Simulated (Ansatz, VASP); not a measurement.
## Two plane-wave programs on HfN

INCAR

```
  PREC = Accurate
  ENCUT = 520
  EDIFF = 1E-6
  ISMEAR = 0
  SIGMA = 0.15
  LREAL = F
  LASPH = T
  NELM = 100
  ALGO = Fast
  ISIF = 2
  LWAVE = F
  LCHARG = T
  GGA = PS
  LELF = T
  LVHAR = T
  NBANDS = 14
```

File KPOINTS:

```
Automatic mesh
0
Gamma
  16 16 16
```

File POSCAR:

```
HfN
1.0
    0.0000000000      2.4548220000      2.8230453000
    2.4548220000      0.0000000000      2.8230453000
    2.4548220000      2.4548220000      0.0000000000
Hf N
1 1
Direct
    0.0000000000      0.0000000000      0.0000000000
    0.7500000000      0.7500000000      0.7500000000
```

Input for Ansatz:

```yaml
crystal:
  lattice:
    - [0.0, 2.454822, 2.8230453]
    - [2.454822, 0.0, 2.8230453]
    - [2.454822, 2.454822, 0.0]
  atoms:
    - { symbol: Hf, position: [0.0, 0.0, 0.0] }
    - { symbol: "N", position: [0.75, 0.75, 0.75] }
basis:
  ecutwfc: 420
kpoints:
  mp_grid: { grid: [16, 16, 16] }
hamiltonian:
  xc: pbesol
scf:
  occupations: { method: gaussian, width: 0.15 }
output:
  forces: true
  stress: true
  eigenvalues: true
```

Change from the starting cell: strain +0.1500 x Voigt [0, 0, 1, 0, 0, 0], atoms carried along.

Alike in both runs: task single point; functional PBEsol; k mesh 16 × 16 × 16; occupations gaussian, width 0.15 eV; no spin polarisation.

|  | VASP | Ansatz |
| --- | --- | --- |
| version | VASP 6.6.1 | Ansatz 0.2.0 |
| potentials or method | VASP PAW PBE potentials, release 64 (Hf_pv, N) | scalar-relativistic, plane waves, PAW |
| plane-wave cutoff (eV) | 520 | 420 |
| valence electrons in the cell | 15 | 31 |

Ansatz gave:

* gap on the k mesh at the Fermi level (eV): none
* pressure (GPa): -24.3
* largest component of the traceless stress (GPa): 14.06

Task: Which values does VASP return?

Result: gap on the k mesh at the Fermi level (eV): none; pressure (GPa): -25.2; largest component of the traceless stress (GPa): 14.16.

A gap of «none» marks a metal or a gap that the smearing closes. The two sets of potentials don't hold the same shells in valence.

Caveats: so large a pressure means that the cell lies far from this level's equilibrium, or that cutoff or potentials fall short (VASP); the potentials were made for another functional, which shifts forces and pressure (VASP). The runs have no spin-orbit coupling, so splittings on Hf are missing.
